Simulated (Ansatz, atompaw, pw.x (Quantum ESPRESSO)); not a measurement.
What a changed setting does to a pw.x run (sc H)

Potential: PAW, atompaw 4.2.0.5, PBE; core none, reference 1s1; waves: 1s (bound): rc 1.30 bohr; 1s channel at 0.95 Ry: rc 1.30 bohr; 2p channel at -0.2 Ry: rc 1.30 bohr; local part: ultrasoft scheme with l = 2 at 0 Ry, radius 1.05 bohr; core correction: none; augmentation: sinc compensation charge, radius 1.25 bohr; PAW radius 1.30 bohr; waves and projectors: custom rrkj vanderbiltortho.

The reference run (k-mesh 18³, cutoffs 40/400 Ry, Fermi–Dirac 0.01 Ry, mixing_beta 0.4, conv_thr 1e-9, no spin) gives 1.02 GPa at 3.057 Å³/atom, where all-electron LAPW gives 1.13 GPa. This run, with its own iteration cap, changes k-mesh points per axis to 6.

```
&control
  calculation='scf', prefix='x', pseudo_dir='./', outdir='./tmp', tstress=.true., disk_io='none'
/
&system
  ibrav=0, nat=1, ntyp=1, ecutwfc=40, ecutrho=400, nbnd=7,
  occupations='smearing', smearing='fd', degauss=0.01
/
&electrons
  conv_thr=1e-09, mixing_beta=0.4, electron_maxstep=50
/
ATOMIC_SPECIES
H 1.0 H.UPF
CELL_PARAMETERS angstrom
  1.45132657 0.00000000 0.00000000
  0.00000000 1.45132657 0.00000000
  0.00000000 0.00000000 1.45132657
ATOMIC_POSITIONS crystal
H 0.0000 0.0000 0.0000
K_POINTS automatic
6 6 6 0 0 0
```

```bash
pw.x < H.scf.in > H.scf.out
```

**Question.** How does the run end?

**Answer.** It converges in 5 iterations; the free energy moves by +44.7 meV/atom and the pressure by +3.93 GPa.

```
Message from routine setup:
     using ibrav=0 with symmetry is DISCOURAGED, use correct ibrav instead
     lattice parameter (alat)  =       2.7426  a.u.
     unit-cell volume          =      20.6297 (a.u.)^3
     number of electrons       =         1.00
     number of Kohn-Sham states=            7
     kinetic-energy cutoff     =      40.0000  Ry
     charge density cutoff     =     400.0000  Ry
     scf convergence threshold =      1.0E-09
     Exchange-correlation= SLA PW PBX PBC
     number of k points=    20  Fermi-Dirac smearing, width (Ry)=  0.0100
     iteration #  1     ecut=    40.00 Ry     beta= 0.40
     total energy              =      -1.08331135 Ry
     estimated scf accuracy    <       0.00035969 Ry
     iteration #  2     ecut=    40.00 Ry     beta= 0.40
     total energy              =      -1.08329252 Ry
     estimated scf accuracy    <       0.00013031 Ry
     iteration #  3     ecut=    40.00 Ry     beta= 0.40
     total energy              =      -1.08329491 Ry
     estimated scf accuracy    <       0.00000006 Ry
     iteration #  4     ecut=    40.00 Ry     beta= 0.40
     total energy              =      -1.08329491 Ry
     estimated scf accuracy    <       0.00000003 Ry
     iteration #  5     ecut=    40.00 Ry     beta= 0.40
     the Fermi energy is     3.3696 ev
!    total energy              =      -1.08329491 Ry
     estimated scf accuracy    <          1.4E-11 Ry
     smearing contrib. (-TS)   =      -0.00022462 Ry
     convergence has been achieved in   5 iterations
          total   stress  (Ry/bohr**3)                   (kbar)     P=       49.50
     Message from routine punch:
     Nothing written, as per user request (disk_io='none')
```

The run took about 1.2 s on one core of a shared host (Intel(R) Xeon(R) Platinum 8559C, 192 threads, 1488 GiB, load 95).
